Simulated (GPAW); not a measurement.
# Al (P6_3/mmc) in GPAW: notebook

Runs on Al. Level: PBEsol. Tasks: single point.

Program: GPAW 26.7.0. These are calculated values, not measurements. Logs are shortened: lines on timing, memory, paths and dates and some standing lists are left out, and cuts for length are marked. The log counts tension as positive stress, the text compression.

## (1) Starting point

Symmetry: P6_3/mmc, No. 194, hexagonal system. Conventional cell: a = 2.827 Å, b = 2.827 Å, c = 8.819 Å, α = 90.00°, β = 90.00°, γ = 120.00°. Around Al (site symmetry -6m2) lie 12 Al at 2.74 to 2.83 Å. Al (site symmetry -3m) has 12 Al at 2.74 to 2.83 Å as nearest neighbours.

This isn't the form of Al at room conditions, which is fcc.

## (2) Single point, PBEsol, 15.26 Å³/atom

run.py

```python
from ase import Atoms
from ase.dft.bandgap import bandgap
from ase.io import write
from ase.units import GPa
from gpaw import GPAW, PW, setup_paths

setup_paths.insert(0, '.')

atoms = Atoms(['Al', 'Al', 'Al', 'Al'],
              cell=[[2.8270770242, 0.0, 0.0],
                    [-1.4135385121, 2.4483205214, 0.0],
                    [0.0, 0.0, 8.8185533472]],
              scaled_positions=[[0.6666666667, 0.3333333333, 0.75],
                                [0.0, 0.0, 0.5],
                                [0.3333333333, 0.6666666667, 0.25],
                                [0.0, 0.0, 0.0]],
              pbc=True)

calc = GPAW(mode=PW(600),
            xc='PBEsol',
            kpts={'size': (11, 11, 3), 'gamma': True},
            occupations={'name': 'fermi-dirac', 'width': 0.05},
            nbands=16,
            convergence={'density': 1e-05, 'energy': 1e-05},
            maxiter=150,
            txt='gpaw.txt')
atoms.calc = calc
energy = atoms.get_potential_energy()
forces = atoms.get_forces()
stress = atoms.get_stress()
calc.write('gs.gpw')
write('result.traj', atoms)
print(f'Energy: {energy:.6f} eV')
print('Forces (eV/A):')
print(forces.round(4))
print('Stress (GPa):', (stress / GPa).round(3))
print('Fermi level:', round(calc.get_fermi_level(), 4), 'eV')
print(f'Gap: {bandgap(calc)[0]:.4f} eV, direct: {bandgap(calc, direct=True)[0]:.4f} eV')
```

Potentials or basis: PAW data sets generated in the run's folder for this functional, pw.

The run is started by

```sh
$ gpaw-setup -f PBEsol Al
$ OMP_NUM_THREADS=1 python run.py
```

gpaw.txt:

```text
__  _  _
 | _ |_)|_||  |
 |__||  | ||/\| - 26.7.0

Input parameters:
  mode=PW(ecut=600.0),
  convergence={'density': 1e-05, 'energy': 1e-05},
  kpts=MonkhorstPack(size=(11, 11, 3), gamma=True),
  maxiter=150,
  nbands=16,
  occupations=Occupations(name='fermi-dirac', width=0.05),
  xc=XC(name='PBEsol')

Diagonalizing LCAO Hamiltonian
Converting LCAO to pw mode

           Al

       Al

        Al

       Al

Atoms  # Å, Bohr magnetons
|   | symbol |         x |        y |        z |    initial magnetic moments |
|---|--------|-----------|----------|----------|-----------------------------|
| 0 |     Al |  1.413539 | 0.816107 | 6.613915 | ( 0.0000,  0.0000,  0.0000) |
| 1 |     Al |  0.000000 | 0.000000 | 4.409277 | ( 0.0000,  0.0000,  0.0000) |
| 2 |     Al | -0.000000 | 1.632214 | 2.204638 | ( 0.0000,  0.0000,  0.0000) |
| 3 |     Al |  0.000000 | 0.000000 | 0.000000 | ( 0.0000,  0.0000,  0.0000) |

Unit cell  # Å
| periodic |         x |        y |        z |  lengths |     angles |
|----------|-----------|----------|----------|----------|------------|
|      yes |  2.827077 | 0.000000 | 0.000000 | 2.827077 |  90.000000 |
|      yes | -1.413539 | 2.448321 | 0.000000 | 2.827077 |  90.000000 |
|      yes |  0.000000 | 0.000000 | 8.818553 | 8.818553 | 120.000000 |

Number of symmetries: 12
Symmetry operations  # r_c * U_cc + t_c -> r_c
|    | kind |            matrix            |
|----|------|------------------------------|
|  0 |  σ   |  1, 1, 0,  0,-1, 0,  0, 0, 1 |
|  1 |  S6  |  1, 1, 0, -1, 0, 0,  0, 0,-1 |
|  2 |  E   |  1, 0, 0,  0, 1, 0,  0, 0, 1 |
|  3 |  C2  |  1, 0, 0, -1,-1, 0,  0, 0,-1 |
|  4 |  C2  |  0, 1, 0,  1, 0, 0,  0, 0,-1 |
|  5 |  C3  |  0, 1, 0, -1,-1, 0,  0, 0, 1 |
|  6 |  S6  |  0,-1, 0,  1, 1, 0,  0, 0,-1 |
|  7 |  σ   |  0,-1, 0, -1, 0, 0,  0, 0, 1 |
|  8 |  σ   | -1, 0, 0,  1, 1, 0,  0, 0, 1 |
|  9 |  i   | -1, 0, 0,  0,-1, 0,  0, 0,-1 |
| 10 |  C3  | -1,-1, 0,  1, 0, 0,  0, 0, 1 |
| 11 |  C2  | -1,-1, 0,  0, 1, 0,  0, 0,-1 |

BZ-sampling:
  Number of BZ points: 363
  Number of IBZ points: 42

  Monkhorst-Pack size: [11, 11, 3]
  Monkhorst-Pack shift: [0, 0, 0]

K-points  # in reciprocal-cell coordinates
|     |                                coordinates |     weight |
|-----|--------------------------------------------|------------|
|   0 | (  0.00000000,   0.00000000,   0.00000000) | 0.00275482 |
|   1 | (  0.00000000,   0.00000000,   0.33333333) | 0.00550964 |
|   2 | (  0.09090909,   0.00000000,  -0.33333333) | 0.01652893 |
|   3 | (  0.09090909,   0.00000000,   0.00000000) | 0.01652893 |
|   4 | (  0.09090909,   0.00000000,   0.33333333) | 0.01652893 |
|   5 | (  0.18181818,  -0.09090909,   0.00000000) | 0.01652893 |
|   6 | (  0.18181818,  -0.09090909,   0.33333333) | 0.03305785 |
|   7 | (  0.18181818,   0.00000000,  -0.33333333) | 0.01652893 |
|   8 | (  0.18181818,   0.00000000,   0.00000000) | 0.01652893 |
|   9 | (  0.18181818,   0.00000000,   0.33333333) | 0.01652893 |
| ... |                                            |            |
|  41 | (  0.45454545,   0.45454545,   0.33333333) | 0.03305785 |

Plane wave coefficients: 2059
Cutoff: 600.0 eV

Spin-components: 1 (collinear spins)
Bands:           16
Projectors:      20
Spin-degeneracy: 2
Datatype:        complex128

Parallelization:
  kpt:    1
  domain: 1
  band:   1

Density:
  Valence electrons: 12.0
  Components: 1
  Grid points: [16 16 50]
  Charge: 0.0  # |e|

Potential:
  Grid points: [16 16 50]

species:
  Al:
    name:    Aluminium
    Z:       13.0
    valence: 3
    core:    10
    charge:  0.0  # [|e|]
    compensation charges:
      type: gauss
      rc: 0.34  # [Å]
      lmax: 2
    cutoffs:
      filter: 1.91  # [Å]
      core: 2.36  # [Å]
    projectors
    | kind |    occ | energy [eV] | rcut [Å] |
    |------|--------|-------------|----------|
    |   3s |  2.000 |      -7.715 |    1.085 |
    |   3p |  1.000 |      -2.689 |    1.085 |
    |    s |        |      19.497 |    1.085 |
    |    p |        |      24.522 |    1.085 |
    |    d |        |       0.000 |    1.085 |

    Using partial waves for Al as LCAO basis

Reference energy: -26360.510908  # eV

eigensolver:
  PPCG
  Converge bands: occupied
  niter=2

density mixing:
  MSR1-Mixer
  Pratt-step length: 0.05
  Maximum mixing coefficient: 0.75
  Old densities: 10
  SVD Regularization: 0.005
  Good broyden scale: 1.0
  Trust region scale: 1.0
  Backstep threshold: 4.0
  History deletion threshold: 6.0
  Fourier metric: weight=20.0, sigma=0.015

occupation numbers:
  Fermi-Dirac:
    width: 0.0500  # eV

poisson solver:
  ecut: 4800.0  # eV

xc functional:
  name: PBEsol with 2 nearest neighbor stencil

convergence criteria:
- Maximum integral of absolute [dens]ity change: 1e-05 electrons / valence electron
- Maximum [total energy] change in last 3 cyles: 1e-05 eV / valence electron
- Maximum integral of absolute [eigenst]ate change: 4e-08 eV^2 / valence electron
maximum number of iterations: 150

SCF iterations
|iter     | |      energy | eigst |  dens |
|---------|-|-------------|-------|-------|
|iter:   1| |  -16.196768 | -0.21 |       |
|iter:   2| |  -16.198521 | -3.15 | -1.00 |
|iter:   3| |  -16.201506 | -3.06 | -1.02 |
|iter:   4| |  -16.203155 | -3.82 | -1.59 |
|iter:   5| |  -16.203179 | -5.85 | -2.87 |
|iter:   6| |  -16.203184c| -6.51 | -3.30 |
|iter:   7| |  -16.203184c| -8.17c| -4.01 |
|iter:   8| |  -16.203184c| -8.55c| -4.52 |
|iter:   9| |  -16.203184c| -9.52c| -5.50c|

Converged in 9 steps
Energy contributions relative to reference atoms: (reference = -26360.510908)

Energy contributions:
  Kinetic:          28.761137
  Coulomb:         -17.973443
  Zero:             -0.037209
  External:          0.000000
  Xc:              -26.948305
  Entropy:          -0.010729
  Spinorbit:         0.000000
  ----------------------------
  Free energy:     -16.208549
  Extrapolated:    -16.203184

dipole moment: (-4.855545, -8.410050, -15.145994)  # |e|*Ang

Fermi level: 7.872
Eigenvalues  # (at kpt = [0.000, 0.000, 0.000])
| band index |      eig [eV] | occ [0-2] |
|------------|---------------|-----------|
|          0 |        -3.814 |     2.000 |
|          1 |        -1.927 |     2.000 |
|          2 |        -1.924 |     2.000 |
|          3 |         3.243 |     2.000 |
|          4 |         3.976 |     2.000 |
|          5 |        12.380 |     0.000 |
|          6 |        12.403 |     0.000 |
|          7 |        18.407 |     0.000 |
|          8 |        18.407 |     0.000 |
|          9 |        18.586 |     0.000 |
|         10 |        18.586 |     0.000 |
|         11 |        19.601 |     0.000 |
|         12 |        19.601 |     0.000 |
|        ... |               |           |
|         15 |        20.714 |     0.000 |

No gap
No difference between direct/indirect transitions

Forces  # eV/Ang
|       x |        y |        z |
|---------|----------|----------|
| 0.00000 | -0.00000 | -0.00000 |  # Al   0
| 0.00000 |  0.00000 |  0.00000 |  # Al   1
| 0.00000 |  0.00000 |  0.00000 |  # Al   2
| 0.00000 |  0.00000 |  0.00000 |  # Al   3

Stress tensor  # eV/Ang^3
|         x |         y |         z |
|-----------|-----------|-----------|
| -0.021717 | -0.000000 |  0.000000 |
| -0.000000 | -0.021717 | -0.000000 |
|  0.000000 | -0.000000 | -0.078549 |

# Writing to gs.gpw (mode='')
```

stdout:

```text
Energy: -16.203184 eV
Forces (eV/A):
[[ 0. -0. -0.]
 [ 0.  0.  0.]
 [ 0.  0.  0.]
 [ 0.  0.  0.]]
Stress (GPa): [ -3.479  -3.479 -12.585  -0.      0.     -0.   ]
Fermi level: 7.8721 eV
Gap: 0.0000 eV, direct: 0.0000 eV
```

Wall time 15 s (1 thread of Arm Neoverse V2, shared host); peak memory 0.17 GiB.

Results:

* Free energy: -16.2085 eV
* Pressure: 6.5 GPa
* Band gap on the k mesh: none (metal or under the smearing width)

Caveat: the density grid can change from cell to cell, which puts small steps into energies and stress.

## (3) Single point, PBEsol, 15.58 Å³/atom

run.py: that of step 2 with these lines changed.

```diff
@@ -11,3 +11,3 @@
                     [-1.4135385121, 2.4483205214, 0.0],
-                    [0.0, 0.0, 8.8185533472]],
+                    [0.0, 0.0, 9.0022732086]],
               scaled_positions=[[0.6666666667, 0.3333333333, 0.75],
```

Potentials or basis: PAW data sets generated in the run's folder for this functional, pw.

The run is started by

```sh
$ gpaw-setup -f PBEsol Al
$ OMP_NUM_THREADS=1 python run.py
```

Wall time 15 s (1 thread of Arm Neoverse V2, shared host); peak memory 0.17 GiB.

The run converged. Its results:

| Item | Value |
| --- | --- |
| Free energy | -16.2849 eV |
| Pressure | 4.1 GPa |
| Band gap on the k mesh | none (metal or under the smearing width) |

Caveat: the density grid can change from cell to cell, which puts small steps into energies and stress.
